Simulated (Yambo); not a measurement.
## GaP: optical spectrum with PBEsol

**What was measured.**

From “Stacking defects in GaP nanowires: Electronic structure and optical properties”, 2018, arxiv:1810.01194, for a bulk crystal of GaP at 10 K: band gap 2.34 eV (indirect).

Crystal: GaP.

```
Ga P
1.0
     0.00000    2.72525    2.72525
     2.72525    0.00000    2.72525
     2.72525    2.72525    0.00000
Ga P
1 1
Direct
  0.00000 0.00000 0.00000
  0.75000 0.75000 0.75000
```

```json
{
 "Program": "Yambo 5.3.0",
 "Task": "optical spectrum",
 "Functional": "PBEsol",
 "Potentials or basis": "PseudoDojo 0.4.1 SR PBEsol standard",
 "Cutoff": "1088 eV",
 "Density cutoff": "4354 eV",
 "k mesh": "20 × 20 × 20",
 "Occupations": "fixed",
 "Spin": "no spin polarisation",
 "k mesh of the self-consistent run": "20 × 20 × 20",
 "Direction of the field or of q to 0": "x + y + z",
 "Broadening": "0.3 eV",
 "Kernel": "none (independent particles)",
 "Top of the energy range": "20 eV",
 "Energy points": "300",
 "Correction of the levels": "none",
 "Bands in the response": "24"
}
```

```
Band gap on the k mesh, mean-field level       : 1.48 eV, indirect (least direct gap 1.74 eV)
Absorption peak                                : 4.41 eV
Electronic dielectric constant along the field : 11.21
```

Dielectric function (along the field direction of the input):
```
energy (eV)  real part  imaginary part
       0.27      11.25            0.75
       0.94      11.79            0.90
       1.61      13.20            1.49
       2.27      15.73            3.70
       2.94      15.70           10.11
       3.61      13.73           12.89
       4.35       5.93           22.17
       5.02      -3.08           13.90
       5.69      -4.59           11.16
       6.35      -5.00            7.60
       7.02      -4.58            4.78
       7.69      -3.64            3.63
       8.43      -2.65            2.77
       9.10      -2.51            2.19
       9.77      -2.03            1.75
      10.43      -1.76            1.34
      11.10      -1.40            1.04
      11.77      -1.12            0.81
      12.51      -0.85            0.66
      13.18      -0.65            0.53
      13.85      -0.46            0.45
      14.52      -0.30            0.37
      15.18      -0.15            0.31
      15.85       0.01            0.28
      16.59       0.13            0.31
      17.26       0.20            0.32
      17.93       0.25            0.29
      18.60       0.33            0.32
      19.26       0.31            0.34
      20.00       0.35            0.31
```

It took 4 min on 1 thread of AMD EPYC 9R45 96-Core Processor (Zen 5) (shared host).

Against the measured gap of GaP, 2.34 eV (indirect; 10 K; quoted in “Stacking defects in GaP nanowires: Electronic structure and optical properties”, 2018, arxiv:1810.01194), the calculated 1.48 eV is off by -0.86 eV. Spin-orbit coupling on Ga is left out. The value is that of PBEsol on a finite k mesh, which can miss the band edges, without temperature or zero-point motion. Semilocal functionals fall short of measured gaps as a rule.

Caveat: independent-particle spectra lack excitons.
